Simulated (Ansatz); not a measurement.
Runs of Ansatz 0.2.0 on Na. Symmetry: P6_3/mmc, No. 194, hexagonal system. The conventional cell has a = 3.700 Å, b = 3.700 Å, c = 12.537 Å, α = 90.00°, β = 90.00°, γ = 120.00°. Around Na (site symmetry -6m2) lie 12 Na at 3.70 to 3.79 Å. Around Na (site symmetry -3m) lie 12 Na at 3.70 to 3.79 Å. This isn't the form of Na at room conditions, which is bcc.

| level | cutoff (eV) | gap on the mesh (eV) | pressure (GPa) |
| --- | --- | --- | --- |
| HSE06 | 420 | none | 0.0 |
| r2SCAN | 500 | none | 0.1 |
| PBEsol | 420 | none | -0.2 |
| PBE0 | 420 | none | 0.0 |
| LDA | 420 | none | (a) |

Alike in all rows: task projected density of states; potentials or basis Ansatz PAW; no spin polarisation; cell as given; k mesh 5 × 5 × 2; smearing fermi-dirac 0.05 eV; the mesh is coarse, so values aren't converged.

Task: Fill in the values left out.

Result: (a) -0.9.

Caveats: all runs use coarse meshes; the PAW data sets come from PBE, with cores solved anew for the run's functional, which leaves a small shift of forces and pressure; the density of states is complete only up to the lowest level of the last band computed; the thresholds are loose for stress (some runs).

A gap of «none» marks a metal or a gap under the smearing width.
